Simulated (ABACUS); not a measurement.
PbSe (Clausthalite) under changes of volume

One of the cells (28.671 Å³/atom); the others are scaled copies at fixed shape and fractional positions:

```
CELL_PARAMETERS angstrom
0.00000 3.06065 3.06065
3.06065 0.00000 3.06065
3.06065 3.06065 0.00000
ATOMIC_POSITIONS crystal
Pb 0.00000 0.00000 0.00000
Se 0.50000 0.50000 0.50000
```

* Program: ABACUS 3.10.1
* Functional: r2SCAN
* Potentials or basis: SG15 ONCV 1.2 PBE
* Cutoff: 1374 eV
* Density cutoff: 5497 eV
* Basis: plane waves
* k mesh: 5 × 5 × 5
* Occupations: fermi-dirac, width 0.05 eV
* Spin: no spin polarisation

```csv
volume (Å³/atom),energy over the lowest point (meV/atom),pressure (GPa)
26.951,25.34,4.4
27.524,12.18,3.0
28.097,3.90,1.7
28.671,0.00,0.5
29.244,?,?
29.818,3.60,-1.4
30.391,10.33,-2.3
```

Q: What does the run at 29.244 Å³/atom give?

A: Energy over the lowest point 0.04 meV/atom; pressure -0.5 GPa.

Worked out: A Birch-Murnaghan fit of order 3 (a polynomial in V^(-2/3)) to the other rows has its minimum at 28.95 Å³/atom with B0 = V·E''(V) = 53 GPa and B' = 4.5. It gives 0.03 meV/atom at 29.244 Å³/atom, against the run's 0.04, and -dE/dV = -0.5 GPa, against -0.5.

Energies are extrapolated to zero smearing.

Caveats: the potentials were made for another functional, which shifts forces and pressure.
